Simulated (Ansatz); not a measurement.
## two structures of Si: a comparison of enthalpies under pressure, step by step

Computed with Ansatz 0.2.0 through its Python package.

The cells in order, each with its output:

**Cell 1**
```python
import warnings

import ansatz as az
import numpy as np
import pandas as pd
```

**Cell 2**
```python
def bcc(first, a):
    return (
        az.Lattice.bcc(a)
        .space_group(229)
        .atom(first, (0, 0, 0))
        .primitive()
    )


def hcp(first, a):
    return (
        az.Lattice.from_parameters(a, a, 1.633 * a, alpha=90, beta=90, gamma=120)
        .space_group(194)
        .atom(first, (1 / 3, 2 / 3, 0.25))
    )
```

**Cell 3**
```python
def solve(name, crystal, pressure=0.0):
    calc = (
        crystal.calculation()
        .functional("pbe")
        .basis(520)
        .kpoints(spacing=0.27)
        .occupations("fermi_dirac", width=0.05)
    )
    calc = calc.relax(force_tolerance=0.01, max_steps=40, cell=True, pressure=pressure)
    return calc.run(threads=1)
```

**Cell 4**
```python
def volume_per_atom(outcome):
    return abs(np.linalg.det(outcome.lattice.cell_ang)) / len(outcome.lattice.sites)
```

**Cell 5**
```python
warnings.simplefilter("ignore", az.DeckWarning)
```

**Cell 6**
```python
phases = {}
phases["bcc"] = bcc("Si", 3.13)
phases["hcp"] = hcp("Si", 2.79)
```

**Cell 7**
```python
# enthalpy per atom at each pressure
pressures = [0, 15, 30, 45]
enthalpy, volume = {name: [] for name in phases}, {name: [] for name in phases}
for p in pressures:
    for name, crystal in phases.items():
        o = solve(name, crystal, pressure=p)
        volume[name].append(volume_per_atom(o))
        enthalpy[name].append(o.report["energy_sigma0_ev"] / len(o.lattice.sites) + p * volume[name][-1] / 160.21766)
gap = np.array(enthalpy["hcp"]) - np.array(enthalpy["bcc"])
rows = [(p, va, vb, 1000 * d) for p, va, vb, d in zip(pressures, volume["bcc"], volume["hcp"], gap)]
print(pd.DataFrame(rows, columns=["P (GPa)", "V bcc (A^3/atom)", "V hcp (A^3/atom)", "H(hcp) - H(bcc) (meV/atom)"]).round(4).to_string(index=False))
crossings = [p0 - g0 * (p1 - p0) / (g1 - g0) for p0, p1, g0, g1 in zip(pressures, pressures[1:], gap, gap[1:]) if g0 * g1 < 0]
print("crossing near", [round(float(p), 1) for p in crossings], "GPa") if crossings else print("no crossing in this range")
```
Output:
```text
 P (GPa)  V bcc (A^3/atom)  V hcp (A^3/atom)  H(hcp) - H(bcc) (meV/atom)
       0           14.5918           14.3623                    -46.2518
      15           12.9734           12.6061                    -75.3273
      30           11.9365           11.6335                   -106.5336
      45           11.2203           10.9338                   -133.4393
no crossing in this range
```

Notes:
- Absolute energies stand on the zero of these potentials, so only differences at equal settings mean something.
- At a fixed pressure a relaxation lowers the enthalpy F + PV, while F alone can rise.
- For the metals among these phases the mesh is modest: differences between phases can be off by up to 40 meV an atom.
- Only these two structures are compared, at zero temperature and with their symmetry kept; either may be hypothetical, and another phase may be lower than both. Differences under about 40 meV an atom lie within the error of mesh and functional.
- The cells are prototypes set up for this calculation and needn't exist.
- Finished in 33 s on 1 thread of Arm Neoverse V2, with other jobs on the host, peak memory 0.42 GiB.
